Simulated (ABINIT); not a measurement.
# AlP (F-43m): G0W0 in ABINIT against the bands in the screening

How does the gap of AlP (F-43m) converge in the bands in the screening?

Calculated with ABINIT 10.8.3; PBE and many-body steps on it, plane waves.

This is a report of a sequence of runs, with most program output left out.

The database entry behind the starting cell differs from later determinations by our own check (0.1 to 0.3 % short, probably kX units), so it need not match the best structure at ambient conditions.

## (1) The starting structure

Symmetry: F-43m, No. 216, cubic system. Conventional cell: a = 5.451 Å, b = 5.451 Å, c = 5.451 Å, α = 90.00°, β = 90.00°, γ = 90.00°. Nearest to Al lie 4 P at 2.36 Å. P has 4 Al at 2.36 Å nearest. Farther neighbours are not listed.

The cell and positions come from the Crystallography Open Database and are kept as given unless a step says otherwise.

## (2) Screening, 4×4×4 mesh, 12 bands, screening to 130.6 eV

This step: ABINIT 10.8.3; RPA screening on PBE, plane waves, norm-conserving pseudopotentials.

The RPA dielectric matrix is built and inverted for each q.

File run.abi:

```
acell 3*1.0 Angstrom
rprim 
  -0.000000000000 2.725500000000 2.725500000000
  2.725500000000 -0.000000000000 2.725500000000
  2.725500000000 2.725500000000 -0.000000000000
ntypat 2
znucl 13 15
natom 2
typat 1 2
xred 
  0.000000000000 0.000000000000 0.000000000000
  0.250000000000 0.250000000000 0.250000000000
pp_dirpath "pseudos"
pseudos "Al.upf, P.upf"
ecut 18
ngkpt 4 4 4
nshiftk 1
shiftk 0 0 0
kptopt 1
chksymbreak 0
istwfk *1
occopt 1
irdwfk 1
optdriver 3
nband 12
ecuteps 4.8
inclvkb 2
awtr 1
symchi 1
indata_prefix "in"
outdata_prefix "out"
tmpdata_prefix "tmp"
```

Started as:

```console
> OMP_NUM_THREADS=1 mpirun -n 4 abinit run.abi > log
```

It took 2.5 s on 4 MPI ranks of Arm Neoverse V1, shared host; peak memory 0.08 GiB.

This step gave:

* ε∞ with local fields, on this mesh, along the program's q direction: 10.61
* the same without local fields: 12.17
* plasma frequency: 16.51 eV
* plane waves in the screening matrix: 137

Local fields lower ε∞ by 13 %. On a Γ-centred mesh this coarse the value itself is usually too large, while a short band sum pulls it down.

## (3) 12 bands

This step: G0W0 on PBE, plane waves, norm-conserving pseudopotentials.

Changes to run.abi since step 2:

```diff
@@ -23,8 +23,17 @@
 irdwfk 1
-optdriver 3
-nband 12
+optdriver 4
+nband 69
+gwcalctyp 0
+ecutsigx 18
+symsigma 1
+nkptgw 2
+kptgw 
+  0.0000000000 0.0000000000 0.0000000000
+  0.5000000000 0.5000000000 0.0000000000
+bdgw 
+  2 8
+  3 6
 ecuteps 4.8
-inclvkb 2
-awtr 1
-symchi 1
+irdscr 1
+ppmodel 1
 indata_prefix "in"
```

Wall time 4.2 s (4 MPI ranks); peak memory 0.41 GiB; 16 s of CPU time.

This step gave:

```yaml
g0w0_gap_on_the_points_computed: 2.293 eV
starting_gap_on_the_mesh: 1.564 eV
k_of_the_valence_top: 0, 0, 0
k_of_the_conduction_bottom: 0.5, 0.5, 0
z_at_the_valence_top: 0.772
z_at_the_conduction_bottom: 0.8
least_direct_g0w0_gap_on_the_computed_points: 4.221 eV
```

## (4) Screening, 4×4×4 mesh, 19 bands, screening to 130.6 eV

This step: RPA screening on PBE, plane waves, norm-conserving pseudopotentials.

Changes to run.abi since step 3:

```diff
@@ -23,17 +23,8 @@
 irdwfk 1
-optdriver 4
-nband 69
-gwcalctyp 0
-ecutsigx 18
-symsigma 1
-nkptgw 2
-kptgw 
-  0.0000000000 0.0000000000 0.0000000000
-  0.5000000000 0.5000000000 0.0000000000
-bdgw 
-  2 8
-  3 6
+optdriver 3
+nband 19
 ecuteps 4.8
-irdscr 1
-ppmodel 1
+inclvkb 2
+awtr 1
+symchi 1
 indata_prefix "in"
```

It took 2.9 s on 4 MPI ranks; peak memory 0.08 GiB.

This step gave:

```yaml
eps_infinity_with_local_fields_on_this_mesh_along_the_program_s_q_direction: 10.65
the_same_without_local_fields: 12.18
plasma_frequency: 16.51 eV
plane_waves_in_the_screening_matrix: 137
```

## (5) 19 bands

The self-energy is evaluated for the states that the input lists, and the levels follow from it, in one-shot runs by the linearised quasiparticle equation.

This step: G0W0 on PBE, plane waves, norm-conserving pseudopotentials.

Changes to run.abi since step 4:

```diff
@@ -23,8 +23,17 @@
 irdwfk 1
-optdriver 3
-nband 19
+optdriver 4
+nband 69
+gwcalctyp 0
+ecutsigx 18
+symsigma 1
+nkptgw 2
+kptgw 
+  0.0000000000 0.0000000000 0.0000000000
+  0.5000000000 0.5000000000 0.0000000000
+bdgw 
+  2 8
+  3 6
 ecuteps 4.8
-inclvkb 2
-awtr 1
-symchi 1
+irdscr 1
+ppmodel 1
 indata_prefix "in"
```

It took 4.3 s on 4 MPI ranks; peak memory 0.41 GiB.

This step gave:

* G0W0 gap on the points computed: 2.257 eV
* starting gap on the mesh: 1.564 eV
* k of the valence top: 0, 0, 0
* k of the conduction bottom: 0.5, 0.5, 0
* Z at the valence top: 0.77
* Z at the conduction bottom: 0.798
* least direct G0W0 gap on the computed points: 4.18 eV

The gap on the mesh goes from 1.56 eV to 2.26 eV, a correction of +0.69 eV.

## (6) Screening, 4×4×4 mesh, 69 bands, screening to 130.6 eV

This step: RPA screening on PBE, plane waves, norm-conserving pseudopotentials.

Changes to run.abi since step 5:

```diff
@@ -23,17 +23,8 @@
 irdwfk 1
-optdriver 4
+optdriver 3
 nband 69
-gwcalctyp 0
-ecutsigx 18
-symsigma 1
-nkptgw 2
-kptgw 
-  0.0000000000 0.0000000000 0.0000000000
-  0.5000000000 0.5000000000 0.0000000000
-bdgw 
-  2 8
-  3 6
 ecuteps 4.8
-irdscr 1
-ppmodel 1
+inclvkb 2
+awtr 1
+symchi 1
 indata_prefix "in"
```

It took 5.6 s on 4 MPI ranks; peak memory 0.4 GiB.

This step gave:

- ε∞ with local fields, on this mesh, along the program's q direction: 10.70
- the same without local fields: 12.19
- plasma frequency: 16.51 eV
- plane waves in the screening matrix: 137

## (7) 69 bands

This step: G0W0 on PBE, plane waves, norm-conserving pseudopotentials.

Changes to run.abi since step 6:

```diff
@@ -23,8 +23,17 @@
 irdwfk 1
-optdriver 3
+optdriver 4
 nband 69
+gwcalctyp 0
+ecutsigx 18
+symsigma 1
+nkptgw 2
+kptgw 
+  0.0000000000 0.0000000000 0.0000000000
+  0.5000000000 0.5000000000 0.0000000000
+bdgw 
+  2 8
+  3 6
 ecuteps 4.8
-inclvkb 2
-awtr 1
-symchi 1
+irdscr 1
+ppmodel 1
 indata_prefix "in"
```

Run time: 4.2 s. Hardware: 4 MPI ranks; peak memory 0.41 GiB.

This step gave:

```
G0W0 gap on the points computed              : 2.272 eV
starting gap on the mesh                     : 1.564 eV
k of the valence top                         : 0, 0, 0
k of the conduction bottom                   : 0.5, 0.5, 0
least direct G0W0 gap on the computed points : 4.202 eV
```

Against the run before, the gap moves by +0.015 eV.

## (8) Screening, 4×4×4 mesh, 156 bands, screening to 130.6 eV

This step: RPA screening on PBE, plane waves, norm-conserving pseudopotentials.

Changes to run.abi since step 7:

```diff
@@ -23,17 +23,8 @@
 irdwfk 1
-optdriver 4
-nband 69
-gwcalctyp 0
-ecutsigx 18
-symsigma 1
-nkptgw 2
-kptgw 
-  0.0000000000 0.0000000000 0.0000000000
-  0.5000000000 0.5000000000 0.0000000000
-bdgw 
-  2 8
-  3 6
+optdriver 3
+nband 156
 ecuteps 4.8
-irdscr 1
-ppmodel 1
+inclvkb 2
+awtr 1
+symchi 1
 indata_prefix "in"
```

The job ended after 10 s (4 MPI ranks; peak memory 0.57 GiB; 40 s of CPU time).

Numbers from this step:

* ε∞ with local fields, on this mesh, along the program's q direction: 10.70
* the same without local fields: 12.19
* plasma frequency: 16.51 eV
* plane waves in the screening matrix: 137

## (9) 156 bands

This step: G0W0 on PBE, plane waves, norm-conserving pseudopotentials.

Changes to run.abi since step 8:

```diff
@@ -23,8 +23,17 @@
 irdwfk 1
-optdriver 3
-nband 156
+optdriver 4
+nband 69
+gwcalctyp 0
+ecutsigx 18
+symsigma 1
+nkptgw 2
+kptgw 
+  0.0000000000 0.0000000000 0.0000000000
+  0.5000000000 0.5000000000 0.0000000000
+bdgw 
+  2 8
+  3 6
 ecuteps 4.8
-inclvkb 2
-awtr 1
-symchi 1
+irdscr 1
+ppmodel 1
 indata_prefix "in"
```

It took 4.2 s on 4 MPI ranks; peak memory 0.41 GiB.

Numbers from this step:

```
G0W0 gap on the points computed              : 2.286 eV
starting gap on the mesh                     : 1.564 eV
k of the valence top                         : 0, 0, 0
k of the conduction bottom                   : 0.5, 0.5, 0
least direct G0W0 gap on the computed points : 4.206 eV
```

Against the run before, the gap moves by +0.014 eV.

## (10) The runs together

Times are wall times on 4 MPI ranks of Arm Neoverse V1, shared host, good to a factor of about two. A run's time includes the screening step that it read.

| run | mesh | bands | screening cutoff (eV) | DFT gap (eV) | gap on the mesh (eV) | direct (eV) | ε∞ used | time |
| --- | --- | --- | --- | --- | --- | --- | --- | --- |
| 12 bands | 4×4×4 | 69 | 130.6 | 1.564 | 2.293 | 4.221 | 10.61 | 6.7 s |
| 19 bands | 4×4×4 | 69 | 130.6 | 1.564 | 2.257 | 4.180 | 10.65 | 7.2 s |
| 69 bands | 4×4×4 | 69 | 130.6 | 1.564 | 2.272 | 4.202 | 10.70 | 9.8 s |
| 156 bands | 4×4×4 | 69 | 130.6 | 1.564 | 2.286 | 4.206 | 10.70 | 14 s |

## (11) Outcome

* 12 bands: 2.293 eV
* 19 bands: 2.257 eV
* 69 bands: 2.272 eV
* 156 bands: 2.286 eV
* known limits: not at the basis limit; coarse k mesh

In words: The setting moved: bands in the screening. From 12 bands to 156 bands the gap moves by −0.01 eV, for 2.1 times the time, not steadily: it passes through 2.26 eV. The last step still moves it by +0.014 eV. Bands and screening cutoff are coupled, so a series along one setting does not show full convergence. Bands and cutoff are finite, so the gap is not at the basis limit. The miss can reach some tenths of an eV and take either sign; the mesh is an error of its own. In the G0W0 runs levels were corrected at 2 k points alone, so a gap called «on the mesh» is the least over those, and an edge elsewhere would be missed. The 4×4×4 mesh is coarse for this cell, which bears on the long-range parts of exchange and screening.

[Paths, hosts, dates, memory and timing lines, banners, echoed tables and standing remarks are left out of the program output.]

[Logs are printed without paths, hosts, clocks, repeated set-up lines and the standing remarks that a program may print on its own settings, such as how far it seeks lower states.]

[Runs of the session that timed out or met a known fault of the program may be left out.]

[Hosts, paths, dates, database ids (printed as entryN), source tags and the programs' standing remarks are cut or masked in the printed files.]

[G0W0 gaps are taken among the corrected bands and points alone; a level outside them can change the order at an edge.]

[Where Ansatz stands beside ABINIT at settings called matched, ABINIT's density can come from a denser mesh and the files from another edition; pairs whose starting gaps differed by over 0.03 eV were left out, so agreement reads better than it is.]
